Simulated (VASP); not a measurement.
# BaTe (Fm-3m) in VASP: notebook, part 2 of 2

VASP 6.6.1. Earlier steps stand in the parts before.

**3. Single point, PBE**

INCAR reads:

```
PREC = Accurate
ENCUT = 520
EDIFF = 1E-7
ISMEAR = -1
SIGMA = 0.05
LREAL = False
LASPH = True
NELM = 100
ALGO = Normal
ISIF = 2
LWAVE = False
LCHARG = False
GGA = PE
NBANDS = 15
```

KPOINTS reads:

```
Automatic mesh
0
Gamma
  8 8 8
```

POSCAR reads:

```
BaTe
1.0
    0.0000000000      3.4100000000      3.4100000000
    3.4100000000      0.0000000000      3.4100000000
    3.4100000000      3.4100000000      0.0000000000
Ba Te
1 1
Direct
    0.0000000000      0.0000000000      0.0000000000
    0.5000000000      0.5000000000      0.5000000000
```

Potentials or basis: VASP PAW PBE potentials, release 64 (Ba_sv, Te).

The run is started by

```console
cat potpaw_PBE.64/Ba_sv/POTCAR potpaw_PBE.64/Te/POTCAR > POTCAR
mpirun -np 1 vasp_std > vasp.out
```

OUTCAR:

```text
PREC = Accurate
   ENCUT = 520
   EDIFF = 1E-7
   ISMEAR = -1
   LREAL = False
   LASPH = True
   NELM = 100
   ISIF = 2
   GGA = PE

 ion  position               nearest neighbor table
   1  0.000  0.000  0.000-   2 3.41   2 3.41   2 3.41   2 3.41   2 3.41   2 3.41
   2  0.500  0.500  0.500-   1 3.41   1 3.41   1 3.41   1 3.41   1 3.41   1 3.41

  LATTYP: Found a face centered cubic cell.
 ALAT       =     6.8200000000

  Lattice vectors:

 A1 = (   0.0000000000,   3.4100000000,   3.4100000000)
 A2 = (   3.4100000000,   0.0000000000,   3.4100000000)
 A3 = (   3.4100000000,   3.4100000000,   0.0000000000)

Analysis of symmetry for initial positions (statically):
=====================================================================
 Subroutine PRICEL returns:
 Original cell was already a primitive cell.

 Routine SETGRP: Setting up the symmetry group for a
 face centered cubic supercell.

 Subroutine GETGRP returns: Found 48 space group operations
 (whereof 48 operations were pure point group operations)
 out of a pool of 48 trial point group operations.

The static configuration has the point symmetry O_h .

Analysis of symmetry for dynamics (positions and initial velocities):
=====================================================================
 Subroutine PRICEL returns:
 Original cell was already a primitive cell.

 Routine SETGRP: Setting up the symmetry group for a
 face centered cubic supercell.

 Subroutine GETGRP returns: Found 48 space group operations
 (whereof 48 operations were pure point group operations)
 out of a pool of 48 trial point group operations.

The dynamic configuration has the point symmetry O_h .

 Subroutine INISYM returns: Found 48 space group operations
 (whereof 48 operations are pure point group operations),
 and found     1 'primitive' translations

----------------------------------------------------------------------------------------

                                     Primitive cell

  volume of cell :      79.3036

  direct lattice vectors                    reciprocal lattice vectors
     0.000000000  3.410000000  3.410000000    -0.146627566  0.146627566  0.146627566
     3.410000000  0.000000000  3.410000000     0.146627566 -0.146627566  0.146627566
     3.410000000  3.410000000  0.000000000     0.146627566  0.146627566 -0.146627566

  length of vectors
     4.822468248  4.822468248  4.822468248     0.253966394  0.253966394  0.253966394

  position of ions in fractional coordinates (direct lattice)
     0.000000000  0.000000000  0.000000000
     0.500000000  0.500000000  0.500000000

  ion indices of the primitive-cell ions
   primitive index   ion index
                 1           1
                 2           2

----------------------------------------------------------------------------------------

 KPOINTS: Automatic mesh

Automatic generation of k-mesh.
 Grid dimensions read from file:
 generate k-points for:    8    8    8

 Generating k-lattice:

  Cartesian coordinates                     Fractional coordinates (reciprocal lattice)
    -0.018328446  0.018328446  0.018328446     0.125000000  0.000000000  0.000000000
     0.018328446 -0.018328446  0.018328446     0.000000000  0.125000000  0.000000000
     0.018328446  0.018328446 -0.018328446     0.000000000  0.000000000  0.125000000

  Length of vectors
     0.031745799  0.031745799  0.031745799

  Shift w.r.t. Gamma in fractional coordinates (k-lattice)
     0.000000000  0.000000000  0.000000000

 Subroutine IBZKPT returns following result:
 ===========================================

 Found     29 irreducible k-points:

 Following reciprocal coordinates:
            Coordinates               Weight
  0.000000  0.000000  0.000000      1.000000
  0.125000  0.000000  0.000000      8.000000
  0.250000  0.000000  0.000000      8.000000
  0.375000  0.000000  0.000000      8.000000
  0.500000  0.000000  0.000000      4.000000
  0.125000  0.125000  0.000000      6.000000
[... 16 lines left out ...]
  0.500000  0.250000  0.125000     48.000000
 -0.375000  0.250000  0.125000     24.000000
 [... further k-points ...]
   k-points           NKPTS =     29   k-points in BZ     NKDIM =     29   number of bands    NBANDS=     15
   number of dos      NEDOS =    301   number of ions     NIONS =      2
   total plane-waves  NPLWV =  46656
   dimension x,y,z NGX =    36 NGY =   36 NGZ =   36
   dimension x,y,z NGXF=    72 NGYF=   72 NGZF=   72
   ions per type =               1   1
   NGX,Y,Z   is equivalent  to a cutoff of  12.41, 12.41, 12.41 a.u.
   NGXF,Y,Z  is equivalent  to a cutoff of  24.82, 24.82, 24.82 a.u.
 SYSTEM =  unknown system
   PREC   = accura    normal or accurate (medium, high low for compatibility)
   ISTART =      0    job   : 0-new  1-cont  2-samecut
   ICHARG =      2    charge: 1-file 2-atom 10-const
   ISPIN  =      1    spin polarized calculation?
   LNONCOLLINEAR =      F non collinear calculations
   LSORBIT =      F    spin-orbit coupling
   LASPH  =      T    aspherical Exc in radial PAW
   ENCUT  =  520.0 eV  38.22 Ry    6.18 a.u.   8.97  8.97  8.97*2*pi/ulx,y,z
   NELM   =    100;   NELMIN=  2; NELMDL= -5     # of ELM steps
   EDIFF  = 0.1E-06   stopping-criterion for ELM
   LREAL  =      F    real-space projection
   EDIFFG = 0.1E-05   stopping-criterion for IOM
   NSW    =      0    number of steps for IOM
   IBRION =     -1    ionic relax: 0-MD 1-quasi-New 2-CG
   NFREE  =      0    steps in history (QN), initial steepest desc. (CG)
   ISIF   =      2    stress and relaxation
   ISYM   =      2    0-nonsym 1-usesym 2-fastsym
   POTIM  = 0.5000    time-step for ionic-motion
   TEBEG  =    0.0;   TEEND  =   0.0 temperature during run
   PSTRESS=    0.0 pullay stress
   NELECT =      16.0000    total number of electrons
   NUPDOWN=      -1.0000    fix difference up-down
   EMIN   =  10.00;   EMAX   =-10.00  energy-range for DOS
   EFERMI =   0.00;   METHOD = LEGACY
   ISMEAR =    -1;   SIGMA  =   0.05  broadening in eV -4-tet -1-fermi 0-gaus
   EFERMI_NEDOS =   21; number of points for ismear=-14 and -15
   IALGO  =     38    algorithm
   IMIX   =      4    mixing-type and parameters
     AMIX     =   0.40;   BMIX     =  1.00
     AMIX_MAG =   1.60;   BMIX_MAG =  1.00
  volume/ion in A,a.u.               =      39.65       267.58
  Fermi-wavevector in a.u.,A,eV,Ry     =   0.960175  1.814468 12.543704  0.921936
  Thomas-Fermi vector in A             =   2.089436
   LORBIT       =      0    0 simple, 1 ext, 2 COOP (PROOUT), +10 PAW based schemes
   GGA     = PE    functional components
   LHFCALC =     F    Hartree Fock is set to
   AEXX    =    0.0000 exact exchange contribution
   IVDW    =     0    specifies the selected vdW correction
   LEPSILON=     F    determine dielectric tensor
   LRPA    =     F    only Hartree local field effects (RPA)
 non-spin polarized calculation
  energy-cutoff  :      520.00
  volume of cell :       79.30
 maximum number of plane-waves:      2150
   NGX = 17   NGY = 17   NGZ = 17

 number of electron      16.0000000 magnetization

 Free energy of the ion-electron system (eV)
  ---------------------------------------------------
  ext. energy  EPLUGINS =         0.00000000
  ---------------------------------------------------
  free energy    TOTEN  =        -8.51283363 eV

  energy without entropy =       -8.51283359  energy(sigma->0) =       -8.51283361

 E-fermi :   3.4635     XC(G=0):  -8.5643

 val. band max:        2.7956683576   @ k =   0.0000   0.0000   0.0000
 cond. band min:       4.1244105207   @ k =   0.5000   0.5000   0.0000
 fundamental gap:      1.3287421631
 Fermi energy:         3.4634701227

 k-point     1 :       0.0000    0.0000    0.0000
  band No.  band energies     occupation
      1     -24.0336      2.00000
      2      -9.2066      2.00000
      3      -9.2066      2.00000
      4      -9.2066      2.00000
      5      -6.9312      2.00000
      6       2.7957      2.00000
      7       2.7957      2.00000
      8       2.7957      2.00000
      9       5.6586      0.00000
     10       5.6586      0.00000
     11       5.6586      0.00000
     12       6.0235      0.00000
     13       6.3623      0.00000
     14       6.3623      0.00000
     15       9.7744      0.00000
[... 397 lines left out ...]
 k-point    24 :      -0.3750    0.2500    0.1250
  band No.  band energies     occupation
      1     -24.0097      2.00000
      2      -9.6800      2.00000
      3      -9.3165      2.00000
      4      -9.2593      2.00000
      5      -6.1766      2.00000
      6       0.8006      2.00000
      7       1.6600      2.00000
      8       1.6616      2.00000
      9       6.5243      0.00000
     10       6.8188      0.00000
     11       8.2020      0.00000
     12       8.5568      0.00000
     13       9.0968      0.00000
     14       9.9358      0.00000
     15      11.1707      0.00000

 [... further k-points ...]
[... 5 lines left out ...]
  --------------------------------------------------------------------------------------
  -------------------------------------------------------------------------------------
  Total        2.0993607      2.0993607      2.0993607      0.0000000     -0.0000000      0.0000000
  in kB       42.4135386     42.4135386     42.4135386      0.0000000     -0.0000000      0.0000000
  external PRESSURE =      42.4135386 kB  Pullay stress =       0.0000000 kB

 VOLUME and BASIS-vectors are now :
 -----------------------------------------------------------------------------
  energy-cutoff  :      520.00
  volume of cell :       79.30
      direct lattice vectors                 reciprocal lattice vectors
     0.000000000  3.410000000  3.410000000    -0.146627566  0.146627566  0.146627566
     3.410000000  0.000000000  3.410000000     0.146627566 -0.146627566  0.146627566
     3.410000000  3.410000000  0.000000000     0.146627566  0.146627566 -0.146627566

 POSITION                                       TOTAL-FORCE (eV/Angst)
 -----------------------------------------------------------------------------------
      0.00000      0.00000      0.00000        -0.000000     -0.000000      0.000000
      3.41000      3.41000      3.41000         0.000000      0.000000     -0.000000
 -----------------------------------------------------------------------------------
    total drift:                                0.000000      0.000000      0.000000

  FREE ENERGIE OF THE ION-ELECTRON SYSTEM (eV)
  ---------------------------------------------------
  free  energy   TOTEN  =        -8.5128336283 eV

  energy  without entropy=       -8.5128335941  energy(sigma->0) =       -8.51283361
```

OSZICAR:

```text
N       E                     dE             d eps       ncg     rms          rms(c)
DAV:   1     0.833468059152E+02    0.83347E+02   -0.64479E+03   870   0.903E+02
DAV:   2    -0.370422305965E+01   -0.87051E+02   -0.79315E+02  1174   0.155E+02
DAV:   3    -0.847655393101E+01   -0.47723E+01   -0.47412E+01  1162   0.395E+01
DAV:   4    -0.859810727183E+01   -0.12155E+00   -0.12152E+00  1142   0.633E+00
DAV:   5    -0.860051642763E+01   -0.24092E-02   -0.24091E-02  1193   0.732E-01    0.418E+00
DAV:   6    -0.850668514604E+01    0.93831E-01   -0.10500E-01  1010   0.169E+00    0.274E+00
DAV:   7    -0.850809077055E+01   -0.14056E-02   -0.98514E-02  1087   0.182E+00    0.793E-01
DAV:   8    -0.851224409697E+01   -0.41533E-02   -0.11823E-02   989   0.722E-01    0.206E-01
DAV:   9    -0.851263883471E+01   -0.39474E-03   -0.54451E-04  1171   0.167E-01    0.548E-02
DAV:  10    -0.851281108227E+01   -0.17225E-03   -0.16946E-04  1031   0.914E-02    0.182E-02
DAV:  11    -0.851283525672E+01   -0.24174E-04   -0.50285E-05  1115   0.418E-02    0.193E-02
DAV:  12    -0.851283332716E+01    0.19296E-05   -0.81873E-06  1080   0.177E-02    0.806E-03
DAV:  13    -0.851283358511E+01   -0.25795E-06   -0.42293E-07  1038   0.410E-03    0.224E-03
DAV:  14    -0.851283362832E+01   -0.43209E-07   -0.15565E-08   750   0.796E-04
   1 F= -.85128336E+01 E0= -.85128336E+01  d E =-.342382E-07
```

stdout:

```text
POSCAR found type information on POSCAR BaTe
 POSCAR found :  2 types and       2 ions
 scaLAPACK will be used
 LDA part: xc-table for (Slater+PW92), standard interpolation
 POSCAR, INCAR and KPOINTS ok, starting setup
 FFT: planning ... GRIDC
 FFT: planning ... GRID_SOFT
 FFT: planning ... GRID
 WAVECAR not read
 entering main loop
```

It took 18 s on 1 thread of Intel Xeon 6975P-C (Granite Rapids), shared host; peak memory 0.22 GiB.

Results:

```yaml
Free_energy: -8.5128 eV
Pressure: 4.2 GPa
Band_gap_on_the_k_mesh: 1.33 eV, indirect (least direct gap 1.71 eV)
```

Levels at points of the mesh, in eV from the valence-band top:
```
           k point  band 5  band 6  band 7  band 8  band 9  band 10  band 11  band 12
(0.00, 0.00, 0.00)   -9.73    0.00    0.00    0.00    2.86     2.86     2.86     3.23
(0.50, 0.00, 0.00)   -8.74   -2.46   -1.30   -1.30    4.29     4.94     5.05     5.05
(0.50, 0.50, 0.00)   -9.50   -1.15   -0.38   -0.38    1.33     4.55     5.00     5.96
```

Caveat: spin-orbit coupling is left out, which moves the levels of the heavy elements. Expect the measured gap to be larger: semilocal functionals such as PBE lack the derivative discontinuity.
